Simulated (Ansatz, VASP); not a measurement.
# One calculation of F, two programs

```xyz
4
Lattice="2.6065 -1.6151 0.0000 2.6065 1.6151 0.0000 -0.5731 0.0000 6.7271" Properties=species:S:1:pos:R:3 pbc="T T T"
F     3.8827   -0.5160    0.6590
F     1.0437   -0.5160    2.7046
F     0.7571    0.5160    6.0682
F     3.5961    0.5160    4.0225
```

Alike in both runs: task single point; functional PBE; k mesh 10 × 10 × 4; occupations fermi-dirac, width 0.05 eV; no spin polarisation.

```csv
,VASP,Ansatz
version,VASP 6.6.1,Ansatz 0.2.0
potentials or method,"VASP PAW PBE potentials, release 64 (F)",Ansatz PAW
plane-wave cutoff (eV),520,420
valence electrons in the cell,28,28
```

```csv
,VASP,Ansatz,Ansatz less VASP
gap on the k mesh at the Fermi level (eV),2.42,2.48,+0.061
least direct gap on the mesh (eV),2.42,2.48,+0.061
pressure (GPa),-0.1,-0.3,-0.28
largest component of the traceless stress (GPa),1.99,3.37,+1.373
rms of the force components (eV/Å),0.224,0.418,+0.1935
```

Atom by atom the forces differ by 0.194 eV/Å (rms over components). One of these differences is far larger than is usual between the two programs; its cause wasn't traced.

Caveats: the pressure holds a Pulay correction of +1.0 GPa for the finite cutoff (Ansatz). A k mesh can miss the band edges.
